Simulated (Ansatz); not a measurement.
A plane-wave DFT run in Ansatz 0.2.0 (scalar-relativistic PAW potentials unless the input names others): input and command.

```yaml
crystal:
  lattice:
    - [2.4657190382, 0.0, 0.0]
    - [-1.2328595191, 2.1353753257, 0.0]
    - [0.0, 0.0, 32.6000015684]
  atoms:
    - { symbol: C, position: [0.6666666666, 0.3333333333, 0.4475583329] }
    - { symbol: C, position: [0.3333246099, 0.6666492198, 0.4475583316] }
    - { symbol: C, position: [0.1666666666, 0.3333333333, 0.5524416671] }
    - { symbol: C, position: [0.8333246099, 0.6666492198, 0.5524416684] }
  periodic: [true, true, false]
basis:
  ecutwfc: 420
kpoints:
  mp_grid: { grid: [18, 18, 1] }
hamiltonian:
  xc: pbe
  dispersion: d3bj
scf:
  occupations: { method: gaussian, width: 0.1 }
  mixing: { algorithm: anderson, beta: 1.5, ndim: 1, preconditioner: none }
  max_iter: 50
output:
  forces: true
  eigenvalues: true
  stress: true
```

```bash
ansatz run input.yaml --threads 1 --pin off --max-ram 2560MiB --backend cpu --events-out ev --progress --plain --runs-dir out
```

What will the program do with this input?

The program refuses it, because of mixing far too strong (scf.mixing: not typed → {"algorithm": "anderson", "beta": 1.5, "ndim": 1, "preconditioner": "none"}). Without that key it is accepted.

Abridged log:
```
Error: invalid value for `scf.mixing.beta`: must be finite and in (0, 1]; got 1.5
```